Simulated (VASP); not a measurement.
# VASP 6.6.1 run: MgO

INCAR

```
GGA = PE
NSW = 0
ENCUT = 520
ISIF = 2
IBRION = -1
LASPH = .TRUE.
PREC = Accurate
SIGMA = 0.2
EDIFF = 0.001
LWAVE = .FALSE.
LREAL = .FALSE.
NELM = 120
NBANDS = 11
LCHARG = .FALSE.
ISMEAR = 0
```

KPOINTS

```
KPOINTS created by Atomic Simulation Environment
0
Gamma
10 10 10
0 0 0
```

POSCAR

```
Mg O
 1.0000000000000000
     0.0194450486000000    2.1021674168000000    2.1021674168000000
     2.1021674168000000    0.0194450486000000    2.1021674168000000
     2.1216124654000001    2.1216124654000001    0.0000000000000000
 Mg  O
   1   1
Cartesian
  0.0000000000000000  0.0000000000000000  0.0000000000000000
  2.1216124654000001  2.1216124654000001  2.1021674168000004
```

The recommended PBE PAW datasets give the neutral cell 8 valence electrons.

Command

```
mpirun -np 1 vasp_std
```

Question: How does this run end, and what does it give?

Answer: It converged. Results: gap between bands v and c on the k mesh 4.71 eV; least direct gap on the k mesh 4.71 eV; pressure 6.3 GPa. Band v is the last that the valence electrons fill when counted band by band, and c is the next.

OSZICAR

```
N       E                     dE             d eps       ncg     rms          rms(c)
DAV:   1     0.127760939126E+02    0.12776E+02   -0.46543E+03  4338   0.646E+02
DAV:   2    -0.129586598451E+02   -0.25735E+02   -0.25202E+02  4403   0.135E+02
DAV:   3    -0.134602908282E+02   -0.50163E+00   -0.50123E+00  4487   0.163E+01
DAV:   4    -0.134614467145E+02   -0.11559E-02   -0.11559E-02  4191   0.904E-01
DAV:   5    -0.134614503321E+02   -0.36175E-05   -0.36175E-05  3309   0.507E-02    0.722E+00
DAV:   6    -0.119162755112E+02    0.15452E+01   -0.87307E+00  3927   0.163E+01    0.221E+00
DAV:   7    -0.119050947833E+02    0.11181E-01   -0.56017E-02  4143   0.209E+00    0.134E+00
DAV:   8    -0.118999864089E+02    0.51084E-02   -0.27396E-02  3981   0.186E+00    0.237E-01
DAV:   9    -0.118996051599E+02    0.38125E-03   -0.59613E-04  2457   0.170E-01
   1 F= -.11899605E+02 E0= -.11899605E+02  d E =-.711063E-13
```

These settings aren't sound, so the numbers aren't properties of the crystal.

On sound settings PBE gives a gap of 4.71 eV on its mesh and a pressure of 4.9 GPa for the intended cell.
